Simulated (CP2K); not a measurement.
The system is Pt.

```
Pt
1.0
     2.74346    0.00000    0.00000
    -0.91281    2.60623    0.00000
    -0.91209   -1.27385    2.22409
Pt
1
Direct
  0.00000 0.00000 0.00000
```

This isn't the form of Pt at room conditions, which is fcc.

Base run:

| Quantity | Value |
| --- | --- |
| Program | CP2K 2026.2 |
| Functional | PBEsol |
| Potentials or basis | POTENTIAL_UZH Pt GTH-PBE-q18; TZVP-MOLOPT-PBE-GTH basis |
| Density cutoff | 9184 eV |
| k mesh | 12 × 12 × 12 |
| Occupations | fermi-dirac, width 0.05 eV |
| Spin | no spin polarisation |

Its results: band gap on the k mesh none (metal or under the smearing width); pressure -10.8 GPa.

Q: The run is repeated on the same cell with these changes: functional from PBEsol to r2SCAN. What comes out?

A: Band gap on the k mesh none (metal or under the smearing width); pressure -6.3 GPa.

Caveats: the potentials were made for another functional, which shifts forces and pressure; spin-orbit coupling is left out, which moves the levels of the heavy elements; the basis of atomic orbitals isn't converged, which shifts pressures, moduli and gaps.
